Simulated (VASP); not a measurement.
# Mg under changes of volume

One of the cells (23.702 Å³/atom); the others are scaled copies at fixed shape and fractional positions:

```
Mg
1.0
     3.23055    0.00000    0.00000
    -1.61528    2.79774    0.00000
     0.00000    0.00000    5.24481
Mg
2
Direct
  0.66667 0.33333 0.75000
  0.33333 0.66667 0.25000
```

- Program: VASP 6.6.1
- Functional: PBE
- Potentials or basis: VASP PAW PBE potentials, release 64 (Mg)
- Cutoff: 520 eV
- k mesh: 10 × 10 × 5
- Occupations: fermi-dirac, width 0.05 eV
- Spin: no spin polarisation

```tsv
volume (Å³/atom)	energy over the lowest point (meV/atom)	pressure (GPa)
21.843	5.81	1.9
22.308	1.70	1.0
22.772	0.00	0.2
23.702	2.90	-1.1
24.167	7.08	-1.7
24.631	?	?
```

Problem. What does the run at 24.631 Å³/atom give?

Solution. Energy over the lowest point 12.84 meV/atom; pressure -2.2 GPa.

Worked out: A Birch-Murnaghan fit of order 3 (a polynomial in V^(-2/3)) to the other rows has its minimum at 22.90 Å³/atom with B0 = V·E''(V) = 36 GPa and B' = 4.2 at fixed shape and positions, which overstates the stiffness. It gives 12.83 meV/atom at 24.631 Å³/atom, against the run's 12.84, and -dE/dV = -2.2 GPa, against -2.2.

Energies are extrapolated to zero smearing.
